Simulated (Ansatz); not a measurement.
## HfC: energy from the work of forces and stress

```yaml
crystal:
  lattice:
    - [3.34287, 0.00000, 0.00000]
    - [-1.67143, 2.89501, 0.00000]
    - [0.00000, 0.00000, 5.20271]
  atoms:
    - { symbol: Hf, position: [0.66667, 0.33333, 0.75000] }
    - { symbol: Hf, position: [0.33333, 0.66667, 0.25000] }
    - { symbol: C, position: [0.00000, 0.00000, 0.00000] }
    - { symbol: C, position: [0.00000, 0.00000, 0.50000] }
```

The calculation used DFT PBE, scalar-relativistic, plane waves, PAW (Ansatz).

Plane waves to 420 eV, a k mesh through Γ of 15×15×8 on the computed 4-atom cell and Gaussian smearing (0.10 eV); no spin polarisation.

At the start the stress (GPa, compression positive, xx yy zz yz xz xy) is -1.49 -1.49 0.62 0.00 0.00 0.00 and all forces are under 0.005 eV/Å. Each variant moves atoms by u and then strains the cell by ε, so an atom ends at (r + u)(1 + ε); shears are tensor components, each standing twice in ε. The starting volume is 50.35 Å³.

Variant 1: strain (xx yy zz yz xz xy, %) 0.41 0.41 -5.59 0.00 0.00 0.00, moves (Å) Hf1 (0.000, 0.000, 0.100); Hf2 (0.000, 0.000, 0.100); C3 (0.000, 0.000, -0.100); C4 (0.000, 0.000, -0.100). There the stress is 9.03 9.03 24.01 0.00 0.00 0.00 GPa and the forces (eV/Å) are Hf1 (0.00, 0.00, -1.51); Hf2 (0.00, 0.00, -1.51); C3 (0.00, 0.00, 1.51); C4 (0.00, 0.00, 1.51).

Variant 2: strain (xx yy zz yz xz xy, %) -2.09 -2.09 -0.59 0.00 0.00 0.00. There the stress is 12.13 12.13 10.20 0.00 0.00 0.00 GPa.

Variant 3: strain (xx yy zz yz xz xy, %) 6.60 6.60 -2.40 0.00 0.00 0.00. There the stress is -27.28 -27.28 -7.36 0.00 0.00 0.00 GPa.

Variant 4: strain (xx yy zz yz xz xy, %) 3.38 3.38 0.38 0.00 0.00 0.00. There the stress is -18.07 -18.07 -8.76 0.00 0.00 0.00 GPa.

**Question.** Estimate each change of free energy from forces and stresses by the trapezoid rule along the path (r + tu)(1 + tε), t from 0 to 1, and compare with the computed change.

**Answer.** The derivative of the energy along the path is −F·u(1 + tε) for the atoms and −V σ(1 + tε)⁻¹ : ε for the cell, with F, σ and V taken at t (σ positive in compression; 1 eV/Å³ = 160.2 GPa). Averaging t = 0 and t = 1 gives, in meV per atom:
| variant | work on atoms | work on cell | sum | computed |
| --- | --- | --- | --- | --- |
| 1 | 71.3 | 52.2 | 123.5 | 116.2 |
| 2 | 0.0 | 19.3 | 19.3 | 18.7 |
| 3 | 0.0 | 147.7 | 147.7 | 158.3 |
| 4 | 0.0 | 55.0 | 55.0 | 56.8 |

The rule is exact for a quadratic energy surface and overshoots a term ct³ by c/2, so the difference between the last two columns measures the net anharmonic part along the path (terms of opposite sign can cancel, and the finite basis adds a little): 3 to 7 % here.

Spin–orbit coupling is left out, which can shift energies with elements as heavy as these.

This form isn't the usual stable structure of the compound.